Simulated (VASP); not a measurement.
# Ba (I4/mcm) in VASP: a series of runs

The runs below take Ba through single point, with PBEsol.

Everything below comes from runs of VASP 6.6.1. Logs are shortened: lines on timing, memory, paths and dates and some standing lists are left out, and cuts for length are marked.

**1. The structure**

The structure is tetragonal, space group I4/mcm (No. 140). Conventional cell: a = 8.262 Å, b = 8.262 Å, c = 7.674 Å, α = 90.00°, β = 90.00°, γ = 90.00°. Ba (site symmetry m2m) is surrounded by 7 Ba at 4.15 to 4.28 Å.

This isn't the form of Ba at room conditions, which is bcc.

**2. Single point, PBEsol**

INCAR

```
SYSTEM = Ba
PREC = Accurate ; ENCUT = 550
EDIFF = 1E-6 ; ISMEAR = 0
SIGMA = 0.1 ; LREAL = .False.
LASPH = .True. ; NELM = 100
ALGO = Normal ; ISIF = 2
LWAVE = .False. ; LCHARG = .False.
GGA = PS ; NBANDS = 28
```

KPOINTS

```
Automatic mesh
0
Gamma
  5 5 5
  0 0 0
```

POSCAR

```
Ba
6.9896
   -0.591048807929      0.591048807929      0.548925638849
    0.591048807929     -0.591048807929      0.548925638849
    0.591048807929      0.591048807929     -0.548925638849
Ba
4
Direct
    0.6818578900      0.1818578900      0.8637157800
    0.3181421100      0.8181421100      0.1362842200
    0.1818578900      0.3181421100      0.5000000000
    0.8181421100      0.6818578900      0.5000000000
```

Potentials or basis: VASP PAW PBE potentials, release 64 (Ba_sv_GW).

Launch:

```
cat potpaw_PBE.64/Ba_sv_GW/POTCAR > POTCAR
mpirun -np 1 vasp_std > vasp.out
```

OUTCAR:

```text
SYSTEM = Ba
   PREC = Accurate
   ENCUT = 550
   EDIFF = 1E-6
   ISMEAR = 0
   LREAL = .False.
   LASPH = .True.
   NELM = 100
   ISIF = 2
   GGA = PS

 ion  position               nearest neighbor table
   1  0.682  0.182  0.864-
   2  0.318  0.818  0.136-
   3  0.182  0.318  0.500-
   4  0.818  0.682  0.500-

  LATTYP: Found a body centered tetragonal cell.
 ALAT       =     8.2623894958
 C/A-ratio  =     0.9287314880

  Lattice vectors:

 A1 = (  -4.1311947479,   4.1311947479,   3.8367706453)
 A2 = (   4.1311947479,  -4.1311947479,   3.8367706453)
 A3 = (   4.1311947479,   4.1311947479,  -3.8367706453)

Analysis of symmetry for initial positions (statically):
=====================================================================
 Subroutine PRICEL returns:
 Original cell was already a primitive cell.

 Routine SETGRP: Setting up the symmetry group for a
 body centered tetragonal supercell.

 Subroutine GETGRP returns: Found 16 space group operations
 (whereof  8 operations were pure point group operations)
 out of a pool of 16 trial point group operations.

The static configuration has the point symmetry C_4h.
 The point group associated with its full space group is D_4h.

Analysis of symmetry for dynamics (positions and initial velocities):
=====================================================================
 Subroutine PRICEL returns:
 Original cell was already a primitive cell.

 Routine SETGRP: Setting up the symmetry group for a
 body centered tetragonal supercell.

 Subroutine GETGRP returns: Found 16 space group operations
 (whereof  8 operations were pure point group operations)
 out of a pool of 16 trial point group operations.

The dynamic configuration has the point symmetry C_4h.
 The point group associated with its full space group is D_4h.

 Subroutine INISYM returns: Found 16 space group operations
 (whereof  8 operations are pure point group operations),
 and found     1 'primitive' translations

----------------------------------------------------------------------------------------

                                     Primitive cell

  volume of cell :     261.9251

  direct lattice vectors                    reciprocal lattice vectors
    -4.131194748  4.131194748  3.836770645     0.000000000  0.121030363  0.130317928
     4.131194748 -4.131194748  3.836770645     0.121030363  0.000000000  0.130317928
     4.131194748  4.131194748 -3.836770645     0.121030363  0.121030363  0.000000000

  length of vectors
     6.989588620  6.989588620  6.989588620     0.177851374  0.177851374  0.171162781

  position of ions in fractional coordinates (direct lattice)
     0.681857890  0.181857890  0.863715780
     0.318142110  0.818142110  0.136284220
     0.181857890  0.318142110  0.500000000
     0.818142110  0.681857890  0.500000000

  ion indices of the primitive-cell ions
   primitive index   ion index
                 1           1
                 2           2
                 3           3
                 4           4

----------------------------------------------------------------------------------------

 KPOINTS: Automatic mesh

Automatic generation of k-mesh.
 Grid dimensions read from file:
 generate k-points for:    5    5    5

 Generating k-lattice:

  Cartesian coordinates                     Fractional coordinates (reciprocal lattice)
     0.000000000  0.024206073  0.026063586     0.200000000  0.000000000 -0.000000000
     0.024206073  0.000000000  0.026063586     0.000000000  0.200000000 -0.000000000
     0.024206073  0.024206073  0.000000000     0.000000000  0.000000000  0.200000000

  Length of vectors
     0.035570275  0.035570275  0.034232556

  Shift w.r.t. Gamma in fractional coordinates (k-lattice)
     0.000000000  0.000000000  0.000000000

 Subroutine IBZKPT returns following result:
 ===========================================

 Found     18 irreducible k-points:

 Following reciprocal coordinates:
            Coordinates               Weight
  0.000000  0.000000  0.000000      1.000000
  0.200000  0.000000 -0.000000      8.000000
  0.400000 -0.000000  0.000000      8.000000
  0.200000  0.200000 -0.000000      8.000000
  0.400000  0.200000  0.000000     16.000000
 -0.400000  0.200000 -0.000000     16.000000
[... 10 lines left out ...]
 -0.400000  0.400000  0.400000      4.000000
 -0.400000 -0.400000  0.400000      2.000000
   k-points           NKPTS =     18   k-points in BZ     NKDIM =     18   number of bands    NBANDS=     28
   number of dos      NEDOS =    301   number of ions     NIONS =      4
   total plane-waves  NPLWV = 157464
   dimension x,y,z NGX =    54 NGY =   54 NGZ =   54
   dimension x,y,z NGXF=   108 NGYF=  108 NGZF=  108
   ions per type =               4
   NGX,Y,Z   is equivalent  to a cutoff of  12.84, 12.84, 12.84 a.u.
   NGXF,Y,Z  is equivalent  to a cutoff of  25.69, 25.69, 25.69 a.u.
 SYSTEM =  Ba
   PREC   = accura    normal or accurate (medium, high low for compatibility)
   ISTART =      0    job   : 0-new  1-cont  2-samecut
   ICHARG =      2    charge: 1-file 2-atom 10-const
   ISPIN  =      1    spin polarized calculation?
   LNONCOLLINEAR =      F non collinear calculations
   LSORBIT =      F    spin-orbit coupling
   LASPH  =      T    aspherical Exc in radial PAW
   ENCUT  =  550.0 eV  40.42 Ry    6.36 a.u.  13.37 13.37 13.37*2*pi/ulx,y,z
   NELM   =    100;   NELMIN=  2; NELMDL= -5     # of ELM steps
   EDIFF  = 0.1E-05   stopping-criterion for ELM
   LREAL  =      F    real-space projection
   EDIFFG = 0.1E-04   stopping-criterion for IOM
   NSW    =      0    number of steps for IOM
   IBRION =     -1    ionic relax: 0-MD 1-quasi-New 2-CG
   NFREE  =      0    steps in history (QN), initial steepest desc. (CG)
   ISIF   =      2    stress and relaxation
   ISYM   =      2    0-nonsym 1-usesym 2-fastsym
   POTIM  = 0.5000    time-step for ionic-motion
   TEBEG  =    0.0;   TEEND  =   0.0 temperature during run
   PSTRESS=    0.0 pullay stress
   NELECT =      40.0000    total number of electrons
   NUPDOWN=      -1.0000    fix difference up-down
   EMIN   =  10.00;   EMAX   =-10.00  energy-range for DOS
   EFERMI =   0.00;   METHOD = LEGACY
   ISMEAR =     0;   SIGMA  =   0.10  broadening in eV -4-tet -1-fermi 0-gaus
   EFERMI_NEDOS =   21; number of points for ismear=-14 and -15
   IALGO  =     38    algorithm
   IMIX   =      4    mixing-type and parameters
     AMIX     =   0.40;   BMIX     =  1.00
     AMIX_MAG =   1.60;   BMIX_MAG =  1.00
  volume/ion in A,a.u.               =      65.48       441.89
  Fermi-wavevector in a.u.,A,eV,Ry     =   0.875056  1.653616 10.418290  0.765723
  Thomas-Fermi vector in A             =   1.994673
   LORBIT       =      0    0 simple, 1 ext, 2 COOP (PROOUT), +10 PAW based schemes
   GGA     = PS    functional components
   LHFCALC =     F    Hartree Fock is set to
   AEXX    =    0.0000 exact exchange contribution
   IVDW    =     0    specifies the selected vdW correction
   LEPSILON=     F    determine dielectric tensor
   LRPA    =     F    only Hartree local field effects (RPA)
 non-spin polarized calculation
 Gauss-broadening in eV      SIGMA  =   0.10
  energy-cutoff  :      550.00
  volume of cell :      261.93
 maximum number of plane-waves:      7703
 NGX is ok and might be reduce to    54
   NGX = 27   NGY = 27   NGZ = 27

 number of electron      40.0000005 magnetization

 Free energy of the ion-electron system (eV)
  ---------------------------------------------------
  ext. energy  EPLUGINS =         0.00000000
  ---------------------------------------------------
  free energy    TOTEN  =       -13.36735869 eV

  energy without entropy =      -13.34727041  energy(sigma->0) =      -13.35731455

 E-fermi :   3.0485     XC(G=0):  -7.5444

 val. band max:        3.0415193423   @ k =  -0.4000   0.4000   0.2000
 cond. band min:       3.0489595576   @ k =  -0.2000  -0.2000   0.2000
 fundamental gap:      0.0074402153
 Fermi energy:         3.0485035966

 k-point     1 :       0.0000    0.0000    0.0000
  band No.  band energies     occupation
      1     -25.9610      2.00000
      2     -25.9074      2.00000
      3     -25.8891      2.00000
      4     -25.8891      2.00000
      5     -11.3490      2.00000
      6     -11.2520      2.00000
[... 20 lines left out ...]
     27       4.5386      0.00000
     28       4.5764      0.00000

 k-point     2 :       0.2000    0.0000   -0.0000
  band No.  band energies     occupation
      1     -25.9538      2.00000
      2     -25.9070      2.00000
      3     -25.8947      2.00000
      4     -25.8913      2.00000
      5     -11.3547      2.00000
      6     -11.2887      2.00000
[... 20 lines left out ...]
     27       4.3870      0.00000
     28       4.6195      0.00000

 k-point     3 :       0.4000   -0.0000    0.0000
  band No.  band energies     occupation
      1     -25.9356      2.00000
      2     -25.9146      2.00000
      3     -25.9007      2.00000
      4     -25.8963      2.00000
      5     -11.3530      2.00000
      6     -11.3295      2.00000
[... 20 lines left out ...]
     27       4.2037      0.00000
     28       4.4116      0.00000

 k-point     4 :       0.2000    0.2000   -0.0000
  band No.  band energies     occupation
      1     -25.9409      2.00000
      2     -25.9069      2.00000
      3     -25.9006      2.00000
      4     -25.8987      2.00000
      5     -11.3691      2.00000
      6     -11.2657      2.00000
[... 20 lines left out ...]
     27       4.3473      0.00000
     28       4.7008      0.00000

 k-point     5 :       0.4000    0.2000    0.0000
  band No.  band energies     occupation
      1     -25.9238      2.00000
      2     -25.9213      2.00000
      3     -25.9074      2.00000
      4     -25.8946      2.00000
      5     -11.3503      2.00000
      6     -11.2854      2.00000
[... 20 lines left out ...]
     27       4.3224      0.00000
     28       4.3822      0.00000

 k-point     6 :      -0.4000    0.2000   -0.0000
  band No.  band energies     occupation
      1     -25.9424      2.00000
      2     -25.9128      2.00000
      3     -25.9014      2.00000
      4     -25.8904      2.00000
      5     -11.3142      2.00000
      6     -11.2964      2.00000
[... 277 lines left out ...]
      5     -11.3978      2.00000
      6     -11.2588      2.00000
[... 20 lines left out ...]
     27       4.5171      0.00000
     28       4.7191      0.00000

 k-point    16 :      -0.2000   -0.2000    0.2000
  band No.  band energies     occupation
      1     -25.9470      2.00000
      2     -25.9005      2.00000
      3     -25.9005      2.00000
      4     -25.8990      2.00000
      5     -11.3939      2.00000
      6     -11.2649      2.00000
[... 20 lines left out ...]
     27       4.6910      0.00000
     28       4.9739      0.00000

 k-point    17 :      -0.4000    0.4000    0.4000
  band No.  band energies     occupation
      1     -25.9262      2.00000
      2     -25.9218      2.00000
      3     -25.9159      2.00000
      4     -25.8830      2.00000
      5     -11.3657      2.00000
      6     -11.3621      2.00000
[... 20 lines left out ...]
     27       4.4791      0.00000
     28       4.5481      0.00000

 k-point    18 :      -0.4000   -0.4000    0.4000
  band No.  band energies     occupation
      1     -25.9240      2.00000
      2     -25.9188      2.00000
      3     -25.9188      2.00000
      4     -25.8853      2.00000
      5     -11.3937      2.00000
      6     -11.3293      2.00000
[... 20 lines left out ...]
     27       4.5422      0.00000
     28       4.5682      0.00000

------------------------ aborting loop because EDIFF is reached ----------------------------------------

  FORCE on cell =-STRESS in cart. coord.  units (eV):
  Direction    XX          YY          ZZ          XY          YZ          ZX
  --------------------------------------------------------------------------------------
  -------------------------------------------------------------------------------------
  Total       -1.2554606     -1.2554606     -1.4961945      0.0000000      0.0000000      0.0000000
  in kB       -7.6795628     -7.6795628     -9.1521152      0.0000000      0.0000000      0.0000000
  external PRESSURE =      -8.1704136 kB  Pullay stress =       0.0000000 kB

 VOLUME and BASIS-vectors are now :
 -----------------------------------------------------------------------------
  energy-cutoff  :      550.00
  volume of cell :      261.93
      direct lattice vectors                 reciprocal lattice vectors
    -4.131194748  4.131194748  3.836770645     0.000000000  0.121030363  0.130317928
     4.131194748 -4.131194748  3.836770645     0.121030363  0.000000000  0.130317928
     4.131194748  4.131194748 -3.836770645     0.121030363  0.121030363  0.000000000

 POSITION                                       TOTAL-FORCE (eV/Angst)
 -----------------------------------------------------------------------------------
      1.50258      5.63378      0.00000        -0.084097     -0.084097      0.000000
      2.62861     -1.50258      3.83677         0.084097      0.084097     -0.000000
      2.62861      1.50258     -0.00000         0.084097     -0.084097     -0.000000
      1.50258      2.62861      3.83677        -0.084097      0.084097      0.000000
 -----------------------------------------------------------------------------------
    total drift:                               -0.000000     -0.000000      0.000000

  FREE ENERGIE OF THE ION-ELECTRON SYSTEM (eV)
  ---------------------------------------------------
  free  energy   TOTEN  =       -13.3673586852 eV

  energy  without entropy=      -13.3472704109  energy(sigma->0) =      -13.35731455
```

Run time: 3.3 min. Hardware: 1 thread of Intel Xeon Platinum 8488C (Sapphire Rapids), shared host; peak memory 0.44 GiB.

Results:

| Item | Value |
| --- | --- |
| Free energy | -13.3674 eV |
| Pressure | -0.8 GPa |
| Largest force | 0.119 eV/Å |
| Band gap on the k mesh | none (metal or under the smearing width) |

Forces on the atoms (eV/Å):
```
Ba  -0.084 -0.084  0.000
Ba   0.084  0.084  0.000
Ba   0.084 -0.084  0.000
Ba  -0.084  0.084  0.000
```

Stress tensor (GPa, compression positive):
```
-0.77  0.00  0.00
 0.00 -0.77  0.00
 0.00  0.00 -0.92
```

Levels at points of the mesh, in eV from the Fermi level:
```csv
k point,band 17,band 18,band 19,band 20,band 21,band 22,band 23,band 24
"(0.00, 0.00, 0.00)",-2.72,-0.48,-0.44,-0.22,0.24,0.24,0.87,0.99
```

Caveat: the PAW data sets were made with another functional, which shifts forces and pressure a little.

**3. Single point, PBEsol**

run.py

```python
from ase.calculators.vasp import Vasp
from ase.dft.bandgap import bandgap
from ase.io import read

atoms = read('Ba.cif', primitive_cell=True, subtrans_included=False)
calc = Vasp(
    directory='calc',
    xc='pbesol',
    pp='PBE',
    setups='gw',
    prec='Accurate',
    encut=550,
    ediff=1e-06,
    ismear=0,
    sigma=0.1,
    lreal=False,
    lasph=True,
    nelm=80,
    algo='Fast',
    isif=2,
    lwave=False,
    lcharg=False,
    kpts=[5, 5, 5],
    gamma=True,
    nbands=28,
)
atoms.calc = calc

print('energy (eV):', atoms.get_potential_energy())
print('free energy (eV):', atoms.get_potential_energy(force_consistent=True))
print('forces (eV/A):')
print(atoms.get_forces())
print('stress (eV/A^3, Voigt):', atoms.get_stress())
print('Fermi level (eV):', calc.get_fermi_level())
gap, top, bottom = bandgap(calc)
print('band gap (eV):', gap, 'from (spin, k, band)', top, 'to', bottom)
```

Ba.cif

```cif
data_Ba
_cell_length_a 8.26238950
_cell_length_b 8.26238950
_cell_length_c 7.67354129
_cell_angle_alpha 90.00000000
_cell_angle_beta 90.00000000
_cell_angle_gamma 90.00000000
_space_group_name_H-M_alt 'I4/mcm'
_space_group_name_Hall '-I 4 2c'
_space_group_IT_number 140
loop_
_space_group_symop_operation_xyz
'x,y,z'
'-x,-y,-z'
'-y,x,z'
'y,-x,-z'
'-x,-y,z'
'x,y,-z'
'y,-x,z'
'-y,x,-z'
'x,-y,-z+1/2'
'-x,y,z+1/2'
'-y,-x,-z+1/2'
'y,x,z+1/2'
'-x,y,-z+1/2'
'x,-y,z+1/2'
'y,x,-z+1/2'
'-y,-x,z+1/2'
'x+1/2,y+1/2,z+1/2'
'-x+1/2,-y+1/2,-z+1/2'
'-y+1/2,x+1/2,z+1/2'
'y+1/2,-x+1/2,-z+1/2'
'-x+1/2,-y+1/2,z+1/2'
'x+1/2,y+1/2,-z+1/2'
'y+1/2,-x+1/2,z+1/2'
'-y+1/2,x+1/2,-z+1/2'
'x+1/2,-y+1/2,-z'
'-x+1/2,y+1/2,z'
'-y+1/2,-x+1/2,-z'
'y+1/2,x+1/2,z'
'-x+1/2,y+1/2,-z'
'x+1/2,-y+1/2,z'
'y+1/2,x+1/2,-z'
'-y+1/2,-x+1/2,z'
loop_
_atom_site_label
_atom_site_type_symbol
_atom_site_symmetry_multiplicity
_atom_site_Wyckoff_symbol
_atom_site_fract_x
_atom_site_fract_y
_atom_site_fract_z
_atom_site_occupancy
Ba1 Ba 8 h 0.1818578900 0.6818578900 0.0000000000 1
```

Potentials or basis: VASP PAW PBE potentials, release 64 (Ba_sv_GW).

Launch:

```
python run.py
```

What it wrote:

```text
energy (eV): -13.35731248
free energy (eV): -13.36735619
forces (eV/A):
[[ 0.08364449  0.08364449  0.        ]
 [-0.08364449 -0.08364449 -0.        ]
 [ 0.08364449 -0.08364449  0.        ]
 [-0.08364449  0.08364449  0.        ]]
stress (eV/A^3, Voigt): [ 0.00471699  0.00471699  0.00563904 -0.         -0.         -0.        ]
Fermi level (eV): 3.04842392
band gap (eV): 0.0 from (spin, k, band) (None, None, None) to (None, None, None)
```

OUTCAR:

```text
ENCUT = 550.000000
   EDIFF = 1.00e-06
   GGA = PS
   PREC = Accurate
   ISIF = 2
   ISMEAR = 0
   NELM = 80
   LASPH = .TRUE.
   LREAL = .FALSE.

 ion  position               nearest neighbor table
   1  0.318  0.818  0.136-
   2  0.682  0.182  0.864-
   3  0.182  0.318  0.500-
   4  0.818  0.682  0.500-

  LATTYP: Found a body centered tetragonal cell.
[... 758 lines left out ...]
  external PRESSURE =      -8.0498851 kB  Pullay stress =       0.0000000 kB

 VOLUME and BASIS-vectors are now :
 -----------------------------------------------------------------------------
  energy-cutoff  :      550.00
  volume of cell :      261.93
      direct lattice vectors                 reciprocal lattice vectors
    -4.131194750  4.131194750  3.836770645     0.000000000  0.121030363  0.130317928
     4.131194750 -4.131194750  3.836770645     0.121030363  0.000000000  0.130317928
     4.131194750  4.131194750 -3.836770645     0.121030363  0.121030363  0.000000000

 POSITION                                       TOTAL-FORCE (eV/Angst)
 -----------------------------------------------------------------------------------
      2.62861     -1.50258      3.83677         0.083644      0.083644      0.000000
      1.50258      5.63378      0.00000        -0.083644     -0.083644     -0.000000
      2.62861      1.50258      0.00000         0.083644     -0.083644      0.000000
      1.50258      2.62861      3.83677        -0.083644      0.083644      0.000000
 -----------------------------------------------------------------------------------
    total drift:                                0.000000      0.000000      0.000000

  FREE ENERGIE OF THE ION-ELECTRON SYSTEM (eV)
  ---------------------------------------------------
  free  energy   TOTEN  =       -13.3673561949 eV

  energy  without entropy=      -13.3472687573  energy(sigma->0) =      -13.35731248
```

INCAR:

```text
ENCUT = 550.000000
SIGMA = 0.100000
EDIFF = 1.00e-06
ALGO = Fast
GGA = PS
PREC = Accurate
ISIF = 2
ISMEAR = 0
NBANDS = 28
NELM = 80
LASPH = .TRUE.
LCHARG = .FALSE.
LWAVE = .FALSE.
LREAL = .FALSE.
```

Run time: 6.4 min. Hardware: 1 thread of Intel Xeon Platinum 8488C (Sapphire Rapids), shared host; peak memory 0.48 GiB.

What came out:

```
Free energy            : -13.3674 eV
Pressure               : -0.8 GPa
Largest force          : 0.118 eV/Å
Band gap on the k mesh : none (metal or under the smearing width)
```

Forces on the atoms (eV/Å):
```
Ba   0.084  0.084  0.000
Ba  -0.084 -0.084  0.000
Ba   0.084 -0.084  0.000
Ba  -0.084  0.084  0.000
```

Caveat: the PAW data sets were made with another functional, which shifts forces and pressure a little. The run has no spin-orbit coupling, so splittings on Ba are missing.
